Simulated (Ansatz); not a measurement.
# SiNi3: the cost of one run

Computed with Ansatz 0.2.0 (DFT PBE, scalar-relativistic, plane waves, PAW, unless a step's input says otherwise).

The COD entry's cell or inner coordinates are ideal or old and differ from later refinements, so a difference from it is no clean test against experiment.

3 further runs of the same task are left out: 3 set aside as unsound or not needed.

## Step 1: The system as given

Symmetry: Pm-3m, No. 221, cubic system. The conventional cell has a = 3.506 Å, b = 3.506 Å, c = 3.506 Å, α = 90.00°, β = 90.00°, γ = 90.00°. Si (site symmetry m-3m) has 12 Ni at 2.48 Å in its first shell of neighbours. Ni (site symmetry 4/mmm) has 4 Si at 2.48 Å and 8 Ni at 2.48 Å in its first shell of neighbours.

Coordinates:

```cif
data_structure
_symmetry_space_group_name_H-M 'P 1'
_symmetry_Int_Tables_number 1
_cell_length_a 3.5063
_cell_length_b 3.5063
_cell_length_c 3.5063
_cell_angle_alpha 90.000
_cell_angle_beta 90.000
_cell_angle_gamma 90.000
_cell_volume 43.11
loop_
_atom_site_label
_atom_site_type_symbol
_atom_site_fract_x
_atom_site_fract_y
_atom_site_fract_z
_atom_site_occupancy
Si1 Si 0.00000 0.00000 0.00000 1
Ni1 Ni 0.00000 0.50000 0.50000 1
Ni2 Ni 0.50000 0.00000 0.50000 1
Ni3 Ni 0.50000 0.50000 0.00000 1
```

It is the result of an earlier relaxation at this level (volume 10.78 Å³/atom; gap on the mesh: none (metal)).

## Step 2: Next: the Σ3 (111) boundary, mirror on a plane, shift [0, 0]

One grain is mirrored in the boundary plane and shifted (fractions of the plane's cell), atoms that come too close are joined, and the cell holds two boundaries. Atoms and the cell's height relax; energies count from the bulk on a matched mesh, -4539.2002 eV an atom.

The cell holds 18 Ni, 6 Si: a = 4.959 Å, b = 4.959 Å, c = 12.146 Å, α = 90.00°, β = 90.00°, γ = 120.00°.

## Step 3: Relaxation

Input file input.yaml:

```yaml
crystal:
  lattice:
    - [4.9586111077, 0.0, 0.0]
    - [-2.4793055538, 4.2942831867, 0.0]
    - [0.0, 0.0, 12.1460670467]
  atoms:
    - { symbol: Ni, position: [0.5, 0.5, 0.0] }
    - { symbol: Ni, position: [0.5, 0.0, 0.0] }
    - { symbol: Si, position: [0.0, 0.0, 0.0] }
    - { symbol: Si, position: [0.6666666667, 0.3333333333, 0.1666666667] }
    - { symbol: Si, position: [0.3333333333, 0.6666666667, 0.3333333333] }
    - { symbol: Ni, position: [0.8333333333, 0.1666666667, 0.3333333333] }
    - { symbol: Ni, position: [0.1666666667, 0.8333333333, 0.1666666667] }
    - { symbol: Ni, position: [0.1666666667, 0.3333333333, 0.1666666667] }
    - { symbol: Ni, position: [0.8333333333, 0.6666666667, 0.3333333333] }
    - { symbol: Ni, position: [0.0, 0.5, 0.0] }
    - { symbol: Ni, position: [0.6666666667, 0.8333333333, 0.1666666667] }
    - { symbol: Ni, position: [0.3333333333, 0.1666666667, 0.3333333333] }
    - { symbol: Si, position: [0.6666666667, 0.3333333333, 0.8333333333] }
    - { symbol: Si, position: [0.3333333333, 0.6666666667, 0.6666666667] }
    - { symbol: Ni, position: [0.5, 0.5, 0.5] }
    - { symbol: Ni, position: [0.8333333333, 0.1666666667, 0.6666666667] }
    - { symbol: Ni, position: [0.1666666667, 0.8333333333, 0.8333333333] }
    - { symbol: Ni, position: [0.5, 0.0, 0.5] }
    - { symbol: Ni, position: [0.1666666667, 0.3333333333, 0.8333333333] }
    - { symbol: Ni, position: [0.8333333333, 0.6666666667, 0.6666666667] }
    - { symbol: Ni, position: [0.6666666667, 0.8333333333, 0.8333333333] }
    - { symbol: Ni, position: [0.3333333333, 0.1666666667, 0.6666666667] }
    - { symbol: Si, position: [0.0, 1.0, 0.5] }
    - { symbol: Ni, position: [0.0, 0.5, 0.5] }
basis:
  ecutwfc: 420
kpoints:
  mp_grid: { grid: [12, 12, 3] }
hamiltonian:
  xc: pbe
scf:
  occupations: { method: gaussian, width: 0.1 }
output:
  forces: true
  stress: true
  eigenvalues: true
  populations: true
  write_density: true
  write_potential: true
  elf: true
  volumetric_format: npy
relax:
  adjacent_minimum: "off"
  f_tol: 0.02
  max_steps: 60
  cell: { fix: [a, b, alpha, beta, gamma], stress_tol: 0.1 }
```

The run is started by

```bash
$ ansatz run input.yaml --threads 4 --pin off --max-ram 11264MiB --backend cpu --events-out ev --progress --plain --runs-dir out
```

**Question.** How long does this run take on 4 threads of Arm Neoverse V2, shared host, and how much memory does it need?

About 3.9 min, with a peak of 2.4 GiB.
